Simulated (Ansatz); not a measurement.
# RbCl (Fm-3m) in Ansatz: convergence with xc grid

Aim: find how far xc grid must go before the results for RbCl settle, at PBEsol. This setting moves, with any that are tied to it; all else stays.

Program: Ansatz 0.2.0. These are calculated values, not measurements. Logs are shortened: lines on timing, memory, paths and dates and some standing lists are left out, and cuts for length are marked.

## Step 1: Starting point

The structure is cubic, space group Fm-3m (No. 225). Conventional cell: a = 6.548 Å, b = 6.548 Å, c = 6.548 Å, α = 90.00°, β = 90.00°, γ = 90.00°. Around Rb (site symmetry m-3m) lie 6 Cl at 3.27 Å. Cl (site symmetry m-3m) has 6 Rb at 3.27 Å as nearest neighbours.

## Step 2: With xc grid 1

File input.yaml:

```yaml
crystal:
  lattice:
    - [0.0, 3.274, 3.274]
    - [3.274, 0.0, 3.274]
    - [3.274, 3.274, 0.0]
  atoms:
    - { symbol: Rb, position: [0.0, 0.0, 0.0] }
    - { symbol: Cl, position: [0.5, 0.5, 0.5] }
kpoints:
  mp_grid: { grid: [7, 7, 7] }
scf:
  occupations: { method: fermi_dirac, width: 0.05 }
hamiltonian:
  xc: pbesol
  pseudopotentials: { kind: all_electron, lapw: { basis_error: 0.001 } }
output:
  forces: true
  stress: true
  eigenvalues: true
basis:
  xc_grid: 1
```

Potentials or basis: all-electron LAPW, scalar-relativistic.

Started as:

```
$ ansatz run input.yaml --threads 1 --pin off --max-ram 3072MiB --backend cpu --events-out ev --progress --plain --runs-dir out
```

Log:

```text
Warning: RAYON_NUM_THREADS=1 ignored (pool sized by the plan → 1); use --threads N
LAPW: plane waves up to 5.831 Å⁻¹, error target 1.0e-3 eV per atom; small_component_spin mean_spin; Cl in spheres of 1.606 Å, 13 of its electrons in bands, Dirac shells []; Rb in spheres of 1.668 Å, 25 of its electrons in bands, Dirac shells [] (how accurate: hamiltonian.pseudopotentials.lapw.basis_error, Limitations)
Engine: ansatz 0.2.0, x86_64-unknown-linux-gnu
Pseudopotentials: kind: all_electron
Pseudopotential: Rb, LAPW, valence charge 25, lapw/all_electron/scalar/gaussian/Rb, Koelling and Harmon's equation, gaussian nucleus
Pseudopotential: Cl, LAPW, valence charge 13, lapw/all_electron/scalar/gaussian/Cl, Koelling and Harmon's equation, gaussian nucleus
Functional definition: PBEsol
  exchange = pbesol_x
  correlation = pbesol_c
Crystal: 2 atoms, lattice volume = 70.189 Å³
Basis set: ecut = 129.55452535057128 eV, 259 PW (Γ), exchange–correlation at level 1
Bands: 23, of which v1, the nominal top of the filled ones, is band 19 counted from 1 (18 counted from 0)
Symmetry: 48 space group operations
Space group: Fm-3m (ITA 225), of the structure as read, at distance tolerance 4.1e-5 Å
k-points: 20 of 343
Non-local potential: Rb, projectors of the file, none
Non-local potential: Cl, projectors of the file, none
Initial density: superposition of atomic densities (chi_scale 0.1, normalization cell, long waves kept (reshape's long-wave potential 0.00 eV rms))
Initial wavefunctions: plane waves of lowest kinetic energy (no species holds an atomic orbital)
Functional: x = pbesol(κ = 0.804, μ = 0.12345679012345678), c = pbesol(β = 0.046)
iter 1 solved again at ethr=1.29e-3 eV; its pass at ethr=1.00e-1 eV (dr2=4.91e-1 eV) is discarded
SCF iter   1: F=—  HF=-93615.826818 eV  |F-HF|=—  |Δ(HF+E_count)|=         —  Δρ=1.66e-2  dr2=4.90e-1  ethr=1.29e-3  ⟨swp⟩=2.5  Hψ=2756  notcnv=0
preconditioner: auto → none  [insulator: Δε(μ)=5.683 eV  Ē_g=13.896 eV  σ=0.050 eV  W_gap=1.00  n_scr=14 (ndim 8)  ℏωp=16.6 eV  f_vac=0.190  D(μ)=0.00/eV (n_scr^D=0)  ε∞_Penn≈2.4]
iter 2 solved again at ethr=4.78e-5 eV; its pass at ethr=1.29e-3 eV (dr2=1.82e-2 eV) is discarded
SCF iter   2: F=—  HF=-93615.506856 eV  |F-HF|=—  |Δ(HF+E_count)|=   3.20e-1  Δρ=3.41e-3  dr2=1.81e-2  ethr=4.78e-5  ⟨swp⟩=2.0  Hψ=2443  notcnv=0
SCF iter   3: F=—  HF=-93615.503612 eV  |F-HF|=—  |Δ(HF+E_count)|=   3.24e-3  Δρ=2.64e-3  dr2=1.21e-2  ethr=4.77e-5  ⟨swp⟩=2.0  Hψ=1500  notcnv=0
SCF iter   4: F=—  HF=-93615.509610 eV  |F-HF|=—  |Δ(HF+E_count)|=   6.00e-3  Δρ=1.15e-3  dr2=2.29e-3  ethr=3.18e-5  ⟨swp⟩=2.0  Hψ=1488  notcnv=0
SCF iter   5: F=—  HF=-93615.511144 eV  |F-HF|=—  |Δ(HF+E_count)|=   1.53e-3  Δρ=2.77e-4  dr2=1.32e-4  ethr=6.02e-6  ⟨swp⟩=3.0  Hψ=1519  notcnv=0
SCF iter   6: F=—  HF=-93615.511301 eV  |F-HF|=—  |Δ(HF+E_count)|=   1.57e-4  Δρ=4.56e-5  dr2=3.38e-6  ethr=3.47e-7  ⟨swp⟩=3.0  Hψ=1461  notcnv=0
SCF iter   7: F=-93615.511297 eV  HF=-93615.511297 eV  |F-HF|=1.57e-8  |Δ(HF+E_count)|=   3.83e-6  Δρ=1.30e-6  dr2=1.23e-9  ethr=8.90e-9  ⟨swp⟩=3.0  Hψ=1550  notcnv=0
SCF 1 converged in 7 iterations: F = -93615.511297 eV  dr2 = 1.23e-9
SCF converged after 7 iterations
Free energy (F): -93615.511297 eV
Harris-Foulkes:  -93615.511297 eV  (|F-HF|=1.57e-8)
Internal energy: -93615.511297 eV  (E = F + TS)
E sigma→0 (E₀):  -93615.511297 eV
Fermi energy:    4.534198 eV
--- Per-component energies (eV) ---
  E_band       = -3392.946683
  E_kinetic    = 95949.585656
  E_xc         = -3442.896196
  E_electrostatic = -186122.200757  (all electrons and nuclei)
  E_smearing   = -0.000000  (= −TS)
  E_closure    = 0.000000  (closes the sum)
  E_atoms      = -93608.657328  (free atoms, spherical and without spin; not in F)
  Σ components = -93615.511297   (vs F -93615.511297, Δ=0.00e0)
  Basis errors (estimates in eV, not in F): energy 4.0e-4 per atom: plane waves 3.6e-4 (2.0e-4 summed), levels above the bands 4.4e-57, relativity 2.7e-8, radial functions 3.4e-5, core shells 1.1e-6; eigenvalues (radial functions only) 1.2e-5; not estimated: angular momenta, meshes, grids; target (lapw.basis_error) 1.0e-3; muffin-tin radii Cl 1.606 Å, Rb 1.668 Å
--- Forces (eV/Å), atoms counted from 1 ---
  atom   1  Rb     0.00000000    -0.00000000     0.00000000
  atom   2  Cl    -0.00000000     0.00000000    -0.00000000
  max |Σ_I F_I| component: 5.72e-30 eV/Å
--- Stress (GPa, compression-positive) ---
       -0.036218       0.000000       0.000000
        0.000000      -0.036218       0.000000
        0.000000       0.000000      -0.036218
  P = ⅓ Tr σ = -0.0362 GPa (-0.362 kbar)
--- Band table (eV; the first three rows and the last of 20) ---
  k-point 0: bands = ["-214.4086", "-214.4086", "-214.4086", "-179.8115", "-179.8115", "-179.8115", "-93.8222", "-93.8222", "-93.8222", "-93.8213", "-93.8213", "-21.8369", "-9.9781", "-5.8918", "-5.8918", "-5.8918", "2.0022", "2.0022", "2.0022", "6.8937", "9.9061", "9.9061", "9.9061"]
  k-point 1: bands = ["-214.4086", "-214.4086", "-214.4086", "-179.8115", "-179.8115", "-179.8115", "-93.8222", "-93.8222", "-93.8222", "-93.8213", "-93.8213", "-21.8335", "-9.9912", "-5.8943", "-5.8943", "-5.8859", "1.7930", "1.9301", "1.9301", "7.3740", "9.7553", "10.1650", "10.1650"]
  k-point 2: bands = ["-214.4086", "-214.4086", "-214.4086", "-179.8115", "-179.8115", "-179.8115", "-93.8222", "-93.8222", "-93.8222", "-93.8213", "-93.8213", "-21.8261", "-10.0205", "-5.8997", "-5.8997", "-5.8731", "1.3976", "1.7760", "1.7760", "8.4892", "9.6802", "10.9026", "10.9026"]
  k-point 19: bands = ["-214.4086", "-214.4086", "-214.4086", "-179.8115", "-179.8115", "-179.8115", "-93.8222", "-93.8222", "-93.8222", "-93.8213", "-93.8213", "-21.8145", "-9.9693", "-6.0996", "-6.0404", "-5.8867", "1.5133", "1.7412", "1.7525", "9.2780", "9.9685", "11.2948", "11.4575"]
```

Wall time 3.7 s (1 thread of Intel Xeon Platinum 8259CL at 2.50GHz (Skylake/Cascade Lake), shared host); peak memory 0.29 GiB.

Results:

| Quantity | Value |
| --- | --- |
| Free energy | -93615.5113 eV |
| Pressure | 0.0 GPa |
| Band gap on the k mesh | 4.89 eV, direct |

## Step 3: With xc grid 2

input.yaml: that of step 2 with these lines changed.

```diff
@@ -20,2 +20,2 @@
 basis:
-  xc_grid: 1
+  xc_grid: 2
```

Potentials or basis: all-electron LAPW, scalar-relativistic.

Started as:

```
$ ansatz run input.yaml --threads 1 --pin off --max-ram 3072MiB --backend cpu --events-out ev --progress --plain --runs-dir out
```

Run time: 3.7 s. Hardware: 1 thread of Intel Xeon Platinum 8259CL at 2.50GHz (Skylake/Cascade Lake), shared host; peak memory 0.29 GiB.

Results:

```
Free energy            : -93615.5113 eV
Pressure               : 0.0 GPa
Band gap on the k mesh : 4.89 eV, direct
```

## Step 4: With xc grid 3

input.yaml: that of step 3 with these lines changed.

```diff
@@ -20,2 +20,2 @@
 basis:
-  xc_grid: 2
+  xc_grid: 3
```

Started as:

```
$ ansatz run input.yaml --threads 1 --pin off --max-ram 3072MiB --backend cpu --events-out ev --progress --plain --runs-dir out
```

Wall time 3.7 s (1 thread of Intel Xeon Platinum 8259CL at 2.50GHz (Skylake/Cascade Lake), shared host); peak memory 0.29 GiB.

Results (log left out):

```yaml
Free_energy: -93615.5113 eV
Pressure: 0.0 GPa
Band_gap_on_the_k_mesh: 4.89 eV, direct
```

## Step 5: With xc grid 4

input.yaml: that of step 4 with these lines changed.

```diff
@@ -20,2 +20,2 @@
 basis:
-  xc_grid: 3
+  xc_grid: 4
```

Started as:

```
$ ansatz run input.yaml --threads 1 --pin off --max-ram 3072MiB --backend cpu --events-out ev --progress --plain --runs-dir out
```

Wall time 3.7 s (1 thread of Intel Xeon Platinum 8259CL at 2.50GHz (Skylake/Cascade Lake), shared host); peak memory 0.29 GiB.

Results (log left out):

```yaml
Free_energy: -93615.5113 eV
Pressure: 0.0 GPa
Band_gap_on_the_k_mesh: 4.89 eV, direct
```

## Step 6: Summary

| xc grid | energy less the tightest run, at zero smearing (meV/atom) | SCF cycles | CPU time (s) | peak memory (GiB) |
| --- | --- | --- | --- | --- |
| 1 | -0.01 | 7 | 3.7 | 0.29 |
| 2 | 0.00 | 7 | 3.7 | 0.29 |
| 3 | 0.00 | 7 | 3.7 | 0.29 |
| 4 | 0.00 | 7 | 3.7 | 0.29 |

Against the tightest run, the energy stays within 1 meV/atom from 1 on. The tightest run that finished is the yardstick and may itself not be fully converged.

Caveats: an odd mesh through Γ misses points on the zone boundary, where band edges often lie.
